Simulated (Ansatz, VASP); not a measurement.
## CdTe: VASP beside Ansatz

Contents of POSCAR:

```
CdTe
1.0
    0.0000000000      3.2786029500      3.2786029500
    3.2786029500      0.0000000000      3.2786029500
    3.2786029500      3.2786029500      0.0000000000
Cd Te
1 1
Direct
    0.0000000000      0.0000000000      0.0000000000
    0.2500000000      0.2500000000      0.2500000000
```

Contents of INCAR.step1:

```
  PREC = Accurate
  ENCUT = 520
  ISMEAR = -1
  SIGMA = 0.02
  LREAL = F
  LASPH = T
  NELM = 80
  NBANDS = 16
  GGA = PE
  ALGO = Normal
  EDIFF = 1E-4
  LWAVE = T
  LCHARG = F
```

INCAR.step2

```
  PREC = Accurate
  ENCUT = 520
  EDIFF = 1E-6
  ISMEAR = -1
  SIGMA = 0.02
  LREAL = F
  LASPH = T
  NELM = 80
  ALGO = Normal
  ISIF = 2
  LWAVE = F
  LCHARG = F
  METAGGA = R2SCAN
  LMIXTAU = T
  NBANDS = 16
  ISTART = 1
```

KPOINTS

```
Automatic mesh
0
Gamma
  8 8 8
```

Input for Ansatz:

```yaml
crystal:
  lattice:
    - [0.0, 3.27860295, 3.27860295]
    - [3.27860295, 0.0, 3.27860295]
    - [3.27860295, 3.27860295, 0.0]
  atoms:
    - { symbol: Cd, position: [0.0, 0.0, 0.0] }
    - { symbol: Te, position: [0.25, 0.25, 0.25] }
  symmetry: { tolerance: 0.0003 }
hamiltonian:
  xc: r2scan
  pseudopotentials: { kind: paw, azcp: { folder: soft_1 } }
basis:
  ecutwfc: 500
magnetization:
  spin_polarized: false
scf:
  occupations: { method: fermi_dirac, width: 0.02 }
kpoints:
  mp_grid: { grid: [8, 8, 8], shift: [0, 0, 0] }
  band_path:
    path:
      - [0.0, 0.0, 0.0]
      - [-0.5, -0.5, 0.0]
      - [-0.375, -0.375, 0.25]
      - [-0.375, 0.0, 0.375]
      - [0.0, 0.0, 0.0]
      - [0.0, 0.0, 0.5]
      - [-0.5, -0.25, 0.25]
      - [-0.5, -0.5, 0.0]
    npoints: 15
output:
  forces: true
  stress: true
  eigenvalues: true
  bader: true
  populations: true
  elf: true
  write_potential: true
  write_density: true
  volumetric_format: npy
  dos:
    e_range: [-12, 8]
    de: 0.05
    projected: { site_lists: { Cd: [Cd], Te: [Te] } }
```

Alike in both runs: task single point; functional r2SCAN; k mesh 8 × 8 × 8; occupations fermi-dirac, width 0.02 eV; no spin polarisation.

|  | VASP | Ansatz |
| --- | --- | --- |
| version | VASP 6.6.1 | Ansatz 0.2.0 |
| potentials or method | VASP PAW PBE potentials, release 64 (Cd, Te) | PAW plane waves |
| plane-wave cutoff (eV) | 520 | 500 |
| valence electrons in the cell | 18 | 36 |

```csv
,VASP,Ansatz,Ansatz less VASP
gap on the k mesh at the Fermi level (eV),1.16,1.16,+0.003
pressure (GPa),0.1,0.0,-0.10
```

The two sets of potentials don't hold the same shells in valence.

Caveats: the PAW data sets were made with another functional, which shifts forces and pressure a little (VASP); spin-orbit coupling is left out, which moves the levels of the heavy elements. r2SCAN opens gaps a little over a GGA but as a rule still falls short of measured ones.
